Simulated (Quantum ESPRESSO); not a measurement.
The system is MgS (Niningerite).

```
S Mg
1.0
     0.00000    2.60165    2.60165
     2.60165    0.00000    2.60165
     2.60165    2.60165    0.00000
S Mg
1 1
Direct
  0.50000 0.50000 0.50000
  0.00000 0.00000 0.00000
```

Base run:

```yaml
Program: Quantum ESPRESSO 7.5
Functional: RPBE
Potentials_or_basis: SG15 PBE 1.2
Cutoff: 952 eV
Density_cutoff: 3810 eV
k_mesh: 9 × 9 × 9
Occupations: fermi-dirac, width 0.05 eV
Spin: no spin polarisation
```

Its results: band gap on the k mesh 3.10 eV, indirect (least direct gap 3.86 eV); pressure 2.9 GPa.

Question: The run is repeated on the same cell with these changes: functional from RPBE to PBEsol. What comes out?

Answer: Band gap on the k mesh 2.84 eV, indirect (least direct gap 3.59 eV); pressure -0.6 GPa.

PBEsol binds more tightly than RPBE, so the same cell stands under less pressure.

Caveats: the potentials were made for another functional, which shifts forces and pressure; the mesh misses the band edges, which the band path finds closer together.
